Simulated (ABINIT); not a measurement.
Crystal: Ir.

```
Ir
1.0
     0.00000    1.91560    1.91560
     1.91560    0.00000    1.91560
     1.91560    1.91560    0.00000
Ir
1
Direct
  0.00000 0.00000 0.00000
```

```yaml
Program: ABINIT 10.8.3 (patched build)
Task: relaxation of cell and atoms
Functional: LDA
Potentials_or_basis: PseudoDojo NC SR LDA v0.4.1 standard
Cutoff: 816 eV
k_mesh: 9 × 9 × 9
Occupations: fermi-dirac, width 0.05 eV
Spin: no spin polarisation
```

At the start: pressure -7.5 GPa; volume 14.06 Å³/atom.

How do energy, volume and symmetry change on relaxing?

Over 4 steps the energy falls by 6.4 meV/atom and the volume is 13.79 Å³/atom (-1.9 %); space group Fm-3m (No. 225, to 0.05 Å).

The path:
```tsv
step	energy change (eV)	largest force (eV/Å)	pressure (GPa)	volume (Å³)
1	0.0000	0.0000	-7.53	14.06
2	-0.0062	0.0000	1.59	13.74
3	-0.0064	0.0000	-0.07	13.79
4	-0.0064	0.0000	0.00	13.79
```

Final structure:
```yaml
crystal:
  lattice:
    - [0.00000, 1.90332, 1.90332]
    - [1.90332, 0.00000, 1.90332]
    - [1.90332, 1.90332, 0.00000]
  atoms:
    - { symbol: Ir, position: [0.00000, 0.00000, 0.00000] }
```
